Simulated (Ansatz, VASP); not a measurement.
## CsI: VASP beside Ansatz

```
Cs I
1.0
     4.56670    0.00000    0.00000
     0.00000    4.56670    0.00000
     0.00000    0.00000    4.56670
Cs I
1 1
Direct
  0.00000 0.00000 0.00000
  0.50000 0.50000 0.50000
```

Alike in both runs: task relaxation of cell and atoms; functional PBEsol; k mesh 6 × 6 × 6; occupations gaussian, width 0.02 eV; no spin polarisation.

|  | VASP | Ansatz |
| --- | --- | --- |
| version | VASP 6.6.1 | Ansatz 0.2.0 |
| potentials or method | VASP PAW PBE potentials, release 64 (Cs_sv, I) | scalar-relativistic, plane waves, PAW |
| plane-wave cutoff (eV) | 600 | 420 |
| valence electrons in the cell | 16 | 26 |

VASP gave:

```
gap on the k mesh at the Fermi level, each at its own relaxed structure (eV) : 3.82
relaxed volume (Å³/atom)                                                     : 45.97
relaxed cell length with the largest relative difference (Å)                 : 4.513
energy change over the relaxation (meV/atom)                                 : -2
```

Question: What did Ansatz give for the same quantities?

Answer: gap on the k mesh at the Fermi level, each at its own relaxed structure (eV): 3.85; relaxed volume (Å³/atom): 45.66; relaxed cell length with the largest relative difference (Å): 4.503; energy change over the relaxation (meV/atom): -3.

The two sets of potentials don't hold the same shells in valence.

Caveats: the PAW data sets were made with another functional, which shifts forces and pressure a little (VASP); spin-orbit coupling is left out, which moves the levels of the heavy elements. A hybrid or GW would open this gap; PBEsol tends to underestimate it. A k mesh can miss the band edges.
